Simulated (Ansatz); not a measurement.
**Bi in Ansatz: the effect of functional**

Crystal: Bi.

```
CELL_PARAMETERS angstrom
2.23685 1.29145 3.88478
-2.23685 1.29145 3.88478
0.00000 -2.58290 3.88478
ATOMIC_POSITIONS crystal
Bi 0.76600 0.76600 0.76600
Bi 0.23400 0.23400 0.23400
```

The cell isn't the ideal one: volume scaled by 0.96.

Alike in all runs:

| Item | Value |
| --- | --- |
| Program | Ansatz 0.2.0 |
| Task | single point |
| Potentials or basis | Ansatz PAW |
| k mesh | 7 × 7 × 7 |
| Occupations | fermi-dirac, width 0.05 eV |
| Spin | no spin polarisation |

```tsv
functional	cutoff	gap on the mesh (eV)	pressure (GPa)	largest force (eV/Å)
LDA	420 eV (not typed: the program's choice for these potentials)	0.29	0.5	0.24
PBEsol	420 eV (not typed: the program's choice for these potentials)	?	?	?
r2SCAN	500 eV (not typed: the program's choice for these potentials)	0.32	3.6	0.22
```

Q: What does the run with functional PBEsol give?

A: gap on the mesh 0.28 eV; pressure 1.8 GPa; largest force 0.32 eV/Å.

Caveats: odd divisions of the mesh miss points on the zone boundary, where band edges often lie, so the gap on the mesh can be too wide; spin-orbit coupling is left out, which as a rule narrows the gap of such compounds by several tenths of an eV; the PAW data sets come from PBE, with cores solved anew for the run's functional, which leaves a small shift of forces and pressure.

A k mesh can miss the band edges.

Runs at the PBE level aren't shown here.
